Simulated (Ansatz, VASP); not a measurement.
**KF in VASP and in Ansatz**

```
K F
1.0
     0.00000    1.96864    1.96864
     1.96864    0.00000    1.96864
     1.96864    1.96864    0.00000
K F
1 1
Direct
  0.00000 0.00000 0.00000
  0.50000 0.50000 0.50000
```

Change from the starting cell: volume scaled by 0.4, PAW files.

Alike in both runs: task electric field gradients; functional PBE; k mesh 9 × 9 × 9; occupations fermi-dirac, width 0.03 eV; no spin polarisation.

|  | VASP | Ansatz |
| --- | --- | --- |
| version | VASP 6.6.1 | Ansatz 0.2.0 |
| potentials or method | VASP PAW PBE potentials, release 64 (K_sv, F) | PAW with Ansatz's default frozen-core files, scalar-relativistic |
| plane-wave cutoff (eV) | 520 | 420 |
| valence electrons in the cell | 16 | 16 |

|  | VASP | Ansatz | Ansatz less VASP |
| --- | --- | --- | --- |
| gap on the k mesh at the Fermi level (eV) | 3.91 | 3.93 | +0.025 |
| pressure (GPa) | 296.9 | 284.2 | -12.72 |
| Vzz of the field gradient on the site that differs most (V/Å²) | 0.0 | 0.0 | -0.01 |

Caveats: the cell as given lies far from equilibrium; so large a pressure means that the cell lies far from this level's equilibrium, or that cutoff or potentials fall short (VASP); an odd mesh through Γ misses points on the zone boundary, where band edges often lie.
